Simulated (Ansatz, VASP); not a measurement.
# One calculation of KCl, two programs

```
K Cl
1.0
     0.00000    3.01408    3.15610
     3.29812    0.00000    3.15610
     3.29812    3.01408    0.00000
K Cl
1 1
Direct
  0.00000 0.00000 0.00000
  0.50000 0.50000 0.50000
```

Change from the starting cell: strain +0.0450 x Voigt [1, -1, 0, 0, 0, 0], atoms carried along.

Alike in both runs: task single point; functional PBEsol; k mesh 6 × 6 × 6; occupations gaussian, width 0.05 eV; no spin polarisation.

|  | VASP | Ansatz |
| --- | --- | --- |
| version | VASP 6.6.1 | Ansatz 0.2.0 |
| potentials or method | VASP PAW PBE potentials, release 64 (K_sv, Cl) | scalar-relativistic, plane waves, PAW |
| plane-wave cutoff (eV) | 520 | 420 |
| valence electrons in the cell | 16 | 16 |

VASP gave:

- gap on the k mesh at the Fermi level (eV): 4.95
- least direct gap on the mesh (eV): 4.95
- pressure (GPa): -0.2
- largest component of the traceless stress (GPa): 1.65

What did Ansatz give for the same quantities?

gap on the k mesh at the Fermi level (eV): 4.95; least direct gap on the mesh (eV): 4.95; pressure (GPa): -0.2; largest component of the traceless stress (GPa): 1.61.

Caveats: the PAW data sets were made with another functional, which shifts forces and pressure a little (VASP).
